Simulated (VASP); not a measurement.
# Mg: molecular dynamics at constant energy

Mg, P6/mmm (no. 191), 16 atoms in the cell. PBE, molecular dynamics; PAW potentials Mg (PBE set).

Ensemble: NVE; Starting temperature (K): 1600.

## Input

INCAR:
```
SYSTEM = Mg
GGA = PE
PREC = Normal
ENCUT = 200
EDIFF = 1E-6
NELMIN = 4
NELM = 60
ALGO = Fast
LREAL = Auto
LASPH = .True.
ISMEAR = -1
SIGMA = 0.069
ISYM = 0
LWAVE = .False.
LCHARG = .False.
IBRION = 0
NSW = 60
POTIM = 2.0
TEBEG = 1600
ISIF = 2
RANDOM_SEED = 943448 0 0
MDALGO = 2
SMASS = -3
KPAR = 2
```

KPOINTS:
```
k-points
0
Monkhorst-Pack
  2 1 2
```

POSCAR:
```
Mg
1.0
    6.1005996010      0.0000000000      0.0000000000
    0.0000000000     10.5665484656      0.0000000000
    0.0000000000      0.0000000000      6.0896751400
Mg
16
Direct
    0.0000000000      0.0000000000      0.0000000000
    0.0000000000      0.0000000000      0.5000000000
    0.0000000000      0.5000000000      0.0000000000
    0.0000000000      0.5000000000      0.5000000000
    0.5000000000      0.0000000000      0.0000000000
    0.5000000000      0.0000000000      0.5000000000
    0.5000000000      0.5000000000      0.0000000000
    0.5000000000      0.5000000000      0.5000000000
    0.2500000000      0.2500000000      0.0000000000
    0.2500000000      0.2500000000      0.5000000000
    0.2500000000      0.7500000000      0.0000000000
    0.2500000000      0.7500000000      0.5000000000
    0.7500000000      0.2500000000      0.0000000000
    0.7500000000      0.2500000000      0.5000000000
    0.7500000000      0.7500000000      0.0000000000
    0.7500000000      0.7500000000      0.5000000000
```

Commands:
```
cat potpaw_PBE.64/Mg/POTCAR > POTCAR
mpirun -np 2 vasp_std > vasp.out
```

## Result

- Spread of the conserved energy (meV/atom): 0.21
- Rise of the mean potential energy above the start (meV/atom): -5.7
- Mean temperature (K): 1648
- Electronic steps per ionic step after the first: 4.1

Course of the run:

| Time (fs) | Temperature (K) | Potential energy less the first (meV/atom) | Conserved energy less the first (meV/atom) |
|---|---|---|---|
| 2 | 1600 | 0.0 | 0.00 |
| 12 | 1468 | 16.1 | 0.03 |
| 20 | 1240 | 43.7 | 0.11 |
| 30 | 1040 | 68.1 | 0.20 |
| 38 | 1110 | 59.6 | 0.19 |
| 48 | 1441 | 19.3 | 0.08 |
| 56 | 1695 | -11.5 | 0.02 |
| 66 | 1831 | -27.8 | 0.10 |
| 74 | 1908 | -37.1 | 0.17 |
| 84 | 2093 | -59.7 | 0.09 |
| 92 | 2182 | -70.5 | 0.06 |
| 102 | 2096 | -60.0 | 0.07 |
| 110 | 1858 | -31.3 | 0.04 |
| 120 | 1339 | 31.7 | 0.12 |

REPORT:
```
MDALGO =   2
               SCALING =       0
                 CNEXP =     9.000   14.000
           RANDOM_SEED =            943448                0                0

   original number of atomic DOF:         45
   number of independent constraints:      0
   number of active DOF:                  45

========================================
         MD step No.       1
========================================

  Atomic velocities initialized by STEP_tb

  >Energies
                    E_tot             E_pot             E_kin               EPS                ES
   e_b>   -0.16693124E+02   -0.19795383E+02    0.31022594E+01    0.00000000E+00    0.00000000E+00

  >Temperature
               T_sim     T_inst
   tmprt>   1600.000   1600.000

  >Thermostat:
           s(n+1) sdot(n+1)      s(n)   sdot(n)        Qs
   s_b>   0.00000   0.00000   0.00000   0.00000  -3.00000

           RANDOM_SEED =            943448               96                0

[... steps left out ...]

========================================
         MD step No.      60
========================================

  >Energies
                    E_tot             E_pot             E_kin               EPS                ES
   e_b>   -0.16691203E+02   -0.19287811E+02    0.25966081E+01    0.00000000E+00    0.00000000E+00

  >Temperature
               T_sim     T_inst
   tmprt>   1600.000   1339.209

  >Thermostat:
           s(n+1) sdot(n+1)      s(n)   sdot(n)        Qs
   s_b>   0.00000   0.00000   0.00000   0.00000  -3.00000

           RANDOM_SEED =            943448               96                0
```

OSZICAR:
```
N       E                     dE             d eps       ncg     rms          rms(c)
DAV:   1     0.131478816241E+02    0.13148E+02   -0.52819E+03   100   0.427E+02
DAV:   2    -0.182959662484E+02   -0.31444E+02   -0.28439E+02   119   0.640E+01
DAV:   3    -0.199089547947E+02   -0.16130E+01   -0.15602E+01   136   0.121E+01
DAV:   4    -0.199434623310E+02   -0.34508E-01   -0.34324E-01   104   0.174E+00
DAV:   5    -0.199439242896E+02   -0.46196E-03   -0.46073E-03   136   0.201E-01    0.251E+00
RMM:   6    -0.198696358665E+02    0.74288E-01   -0.63440E-03   100   0.391E-01    0.161E+00
RMM:   7    -0.197951214609E+02    0.74514E-01   -0.31246E-02   100   0.795E-01    0.804E-02
RMM:   8    -0.197953764669E+02   -0.25501E-03   -0.18272E-03   100   0.189E-01    0.238E-02
RMM:   9    -0.197953793547E+02   -0.28878E-05   -0.25182E-04   100   0.737E-02    0.601E-03
RMM:  10    -0.197953832712E+02   -0.39165E-05   -0.52772E-05   101   0.318E-02    0.352E-03
RMM:  11    -0.197953834860E+02   -0.21478E-06   -0.87066E-06    88   0.124E-02
      1 T=  1600. E= -.16693124E+02 F= -.19795383E+02 E0= -.19793169E+02  EK= 0.31023E+01 SP= 0.00E+00 SK= 0.00E+00
[... left out ...]
     58 T=  1569. E= -.16692082E+02 F= -.19734889E+02 E0= -.19727911E+02  EK= 0.30428E+01 SP= 0.00E+00 SK= 0.00E+00
     59 T=  1456. E= -.16691705E+02 F= -.19514960E+02 E0= -.19506901E+02  EK= 0.28233E+01 SP= 0.00E+00 SK= 0.00E+00
[... last step whole ...]
       N       E                     dE             d eps       ncg     rms          rms(c)
DAV:   1    -0.192877944075E+02    0.22717E+00   -0.17119E-04   144   0.398E-01    0.345E-03
RMM:   2    -0.192878102440E+02   -0.15837E-04   -0.15750E-04   100   0.682E-02    0.174E-03
RMM:   3    -0.192878110762E+02   -0.83219E-06   -0.94649E-06   100   0.180E-02    0.132E-03
RMM:   4    -0.192878111860E+02   -0.10976E-06   -0.16056E-06    57   0.715E-03
     60 T=  1339. E= -.16691203E+02 F= -.19287811E+02 E0= -.19278607E+02  EK= 0.25966E+01 SP= 0.00E+00 SK= 0.00E+00
```

Limits: 120 fs of 16 atoms are too short for converged averages.

VASP 6.6.1 took 369 s on 2 cores (Intel Xeon Platinum 8259CL @ 2.50GHz (Skylake/Cascade Lake)), a shared host.
